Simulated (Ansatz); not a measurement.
# ZnS: a tetragonal deformation path

The task here is to estimate one member of a computed series from the others.

Program: Ansatz 0.2.0. Level of theory: DFT PBE, scalar-relativistic, plane waves, PAW. These are calculated values, not measurements.

### The system as given

It takes space group F-43m (No. 216, cubic). The conventional cell has a = 5.409 Å, b = 5.409 Å, c = 5.409 Å, α = 90.00°, β = 90.00°, γ = 90.00°. Zn (site symmetry -43m) is surrounded by 4 S at 2.34 Å. S (site symmetry -43m) is surrounded by 4 Zn at 2.34 Å.

Structure file:

```
CELL_PARAMETERS angstrom
0.00000 2.70465 2.70465
2.70465 0.00000 2.70465
2.70465 2.70465 0.00000
ATOMIC_POSITIONS crystal
Zn 0.00000 0.00000 0.00000
S 0.75000 0.75000 0.75000
```

No relaxation comes first: the listed cell is the starting point.

### Zero of energy

Reference values: F = -4222.7312 eV; pressure 1.37 GPa; largest force 0.000 eV/Å; gap on the mesh 2.10 eV. It was computed beforehand with the settings of the runs below.

Set-up of the first run:

At fixed volume and fractional coordinates, lengths along (0.000, 0.000, 1.000) are scaled against those across it; ρ is that ratio over its starting value.

input.yaml reads:

```yaml
crystal:
  lattice:
    - [0.0, 3.0360198112, 2.1464660065]
    - [3.0360198112, 0.0, 2.1464660065]
    - [3.0360198112, 3.0360198112, 0.0]
  atoms:
    - { symbol: Zn, position: [0.0, 0.0, 0.0] }
    - { symbol: S, position: [0.75, 0.75, 0.75] }
basis:
  ecutwfc: 420
kpoints:
  mp_grid: { grid: [10, 10, 10] }
hamiltonian:
  xc: pbe
scf:
  occupations: { method: gaussian, width: 0.05 }
output:
  forces: true
  stress: true
  eigenvalues: true
```

Command:

```
ansatz run input.yaml --threads 1 --pin off --max-ram 2560MiB --backend cpu --events-out ev --progress --plain --runs-dir out
```

Among the steps run: At ρ = 0.707; ρ = 1.414; Point ρ = 0.850; ρ = 1.200; ρ = 0.780; Point ρ = 1.300; ρ = 0.920; Point ρ = 1.100; ρ = 0.650; At ρ = 1.500; ρ = 0.960; ρ = 1.050.

One of the session's tables, all rows but one given; the rest of the session is left out.

| ρ | ΔE (meV/atom) | pressure (GPa) | gap on the mesh (eV) |
| --- | --- | --- | --- |
| 0.650 | 200.7 | -3.0 | 0.93 |
| 0.707 | 136.1 | -1.6 | 1.34 |
| 0.780 | 76.2 | -0.2 | 1.59 |
| 0.850 | 35.9 | 0.7 | 1.76 |
| 0.920 | 10.4 | 1.2 | 1.91 |
| 0.960 | 2.6 | 1.3 | 2.00 |
| 1.000 | 0.0 | 1.4 | 2.10 |
| 1.050 | 4.2 | 1.3 | 2.03 |
| 1.100 | 17.1 | 1.2 | 1.93 |
| 1.200 | 69.3 | 0.7 | 1.63 |
| 1.300 | 157.2 | 0.0 | 1.18 |
| 1.414 | ? | ? | ? |
| 1.500 | 432.8 | -0.9 | 0.00 |

Estimate the missing values for ρ = 1.414.

Worked estimate for «ΔE (meV/atom)». A straight line through the neighbours (1.300, 157.2) and (1.500, 432.8) gives 157.2 + (432.8 − 157.2) × (1.414 − 1.300) / (1.500 − 1.300) = 314.3; a parabola fitted to 3 rows on both sides gives 298.0.

As computed: ΔE (meV/atom): 299.1; pressure (GPa): -0.6; gap on the mesh (eV): 0.45. In «ΔE (meV/atom)» the line misses by +15.2 and the parabola by -1.1.

Where the gap reads zero, the mesh chosen for the insulator is on the coarse side.

Caveats from the session: Spin polarisation is off in the runs that give these values; a magnetic solution could lie lower.
